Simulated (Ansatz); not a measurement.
Here is an Ansatz 0.2.0 calculation.

File input.yaml:

```yaml
crystal:
  lattice:
    - [0.0, 2.115, 2.115]
    - [2.115, 0.0, 2.115]
    - [2.115, 2.115, 0.0]
  atoms:
    - { symbol: Nb, position: [0.0, 0.0, 0.0] }
hamiltonian:
  xc: pbesol
  pseudopotentials: { kind: paw }
  dispersion: d3bj
kpoints:
  mp_grid: { grid: [11, 11, 11] }
scf:
  occupations: { method: fermi_dirac, width: 0.05 }
output:
  forces: true
  stress: true
  eigenvalues: true
  write_density: true
  write_potential: true
  elf: true
  volumetric_format: npy
relax:
  f_tol: 0.01
  max_steps: 40
  cell: { stress_tol: 0.05 }
```

Potentials or basis: Ansatz PAW.

Run with:

```bash
$ ansatz run input.yaml --threads 2 --pin off --max-ram 5632MiB --backend cpu --events-out ev --progress --plain --runs-dir out
```

Question: What does it give for the band gap on the k mesh?

Answer: None (metal or under the smearing width).

Question: Predict the space group after relaxing (to 0.05 Å).

Answer: Fm-3m (No. 225).

Question: What does it give for the relaxed volume?

Answer: 17.40 Å³/atom.

Final structure:
```xyz
1
Lattice="0.0000 2.0568 2.0568 2.0568 0.0000 2.0568 2.0568 2.0568 0.0000" Properties=species:S:1:pos:R:3 pbc="T T T"
Nb    0.0000    0.0000    0.0000
```

Caveat: pairwise dispersion overbinds metals, which lowers pressure and volume; the PAW data sets come from PBE, with cores solved anew for the run's functional, which leaves a small shift of forces and pressure.
